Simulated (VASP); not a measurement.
## AlN: phonons with r2SCAN

Crystal: AlN.

```
CELL_PARAMETERS angstrom
3.10666 0.00000 0.00000
-1.55333 2.69045 0.00000
0.00000 0.00000 4.97841
ATOMIC_POSITIONS crystal
Al 0.33333 0.66667 0.00018
Al 0.66667 0.33333 0.50018
N 0.33333 0.66667 0.38182
N 0.66667 0.33333 0.88182
```

The cell was built by a generator and needn't be a form met in nature.

```yaml
Program: VASP 6.6.1
Task: phonons
Functional: r2SCAN
Potentials_or_basis: VASP PAW PBE potentials, release 64 (Al, N)
Cutoff: 520 eV
k_mesh: 8 × 8 × 5
Occupations: gaussian, width 0.01 eV
Spin: no spin polarisation
Dipole_correction: no
Further_INCAR_settings: ALGO = Normal; EDIFF = 1e-08; NBANDS = 16; IBRION = 6; POTIM = 0.015; NSW = 1
```

```json
{
  "Highest phonon frequency at Γ, LO-TO splitting left out": "741 cm⁻¹"
}
```

Phonon frequencies in cm⁻¹ (negative: imaginary):
```csv
q point,frequencies
"(0.000, 0.000, 0.000)",-2 0 0 250 250 556 624 668 668 681 681 741
```

Run time: 8.9 min on 1 thread of Intel(R) Xeon(R) 6975P-C (Granite Rapids) (shared host), peak memory 0.29 GiB.
